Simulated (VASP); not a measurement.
# CdSe: relaxation of cell and atoms with r2SCAN

The system is CdSe.

```
Cd Se
1.0
     0.00000    3.07027    3.07027
     3.07027    0.00000    3.07027
     3.07027    3.07027    0.00000
Cd Se
1 1
Direct
  0.00000 0.00000 0.00000
  0.25000 0.25000 0.25000
```

Measurements of this composition are mostly on another form, of space group No. 186.

- Program: VASP 6.6.1
- Task: relaxation of cell and atoms
- Functional: r2SCAN
- Potentials or basis: VASP PAW PBE potentials, release 64 (Cd, Se)
- Cutoff: 600 eV
- k mesh: 10 × 10 × 10
- Occupations: gaussian, width 0.02 eV
- Spin: no spin polarisation
- Further INCAR settings: ALGO = Normal; EDIFF = 1e-07; IBRION = 2; EDIFFG = -0.005; NSW = 90; ISIF = 3

* Pressure after relaxing: 0.0 GPa
* Band gap on the k mesh: 1.02 eV, direct

Final structure:
```yaml
crystal:
  lattice:
    - [0.00000, 3.07027, 3.07027]
    - [3.07027, 0.00000, 3.07027]
    - [3.07027, 3.07027, 0.00000]
  atoms:
    - { symbol: Cd, position: [0.00000, 0.00000, 0.00000] }
    - { symbol: Se, position: [0.25000, 0.25000, 0.25000] }
```

Levels at points of the mesh, in eV from the valence-band top:
```tsv
k point	band 7	band 8	band 9	band 10	band 11	band 12
(0.00, 0.00, 0.00)	0.00	0.00	0.00	1.02	6.47	6.47
(0.50, 0.00, 0.00)	-4.26	-0.72	-0.72	2.82	6.92	6.92
(0.50, 0.50, 0.00)	-3.95	-1.79	-1.79	3.51	4.13	9.55
```

Wall time 2.1 min on 1 thread of AMD EPYC 9R45 96-Core Processor (Zen 5) (shared host), peak memory 0.21 GiB.

Caveat: the relaxation stopped at its first step, so nothing moved; the PAW data sets were made with another functional, which shifts forces and pressure a little. r2SCAN opens gaps a little over a GGA but as a rule still falls short of measured ones.
